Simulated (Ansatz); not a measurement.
Hg:

```xyz
2
Lattice="3.4618 0.0000 0.0000 -1.7309 2.9980 0.0000 0.0000 0.0000 5.4875" Properties=species:S:1:pos:R:3 pbc="T T T"
Hg    0.0000    1.9987    1.3719
Hg    1.7309    0.9993    4.1157
```

Base run:

- Program: Ansatz 0.2.0
- Functional: PBEsol
- Potentials or basis: all-electron LAPW, scalar-relativistic
- Cutoff: 169 eV (chosen from the basis error)
- Basis error allowed: 0.001 eV/atom
- k mesh: 9 × 9 × 5
- Occupations: fermi-dirac, width 0.05 eV
- Spin: no spin polarisation

Its results: pressure -2.5 GPa.

**Question.** The run is repeated on the same cell with these changes: functional from PBEsol to LDA. What comes out?

**Answer.** Pressure -4.2 GPa.

LDA binds more tightly than PBEsol, so the same cell stands under less pressure.
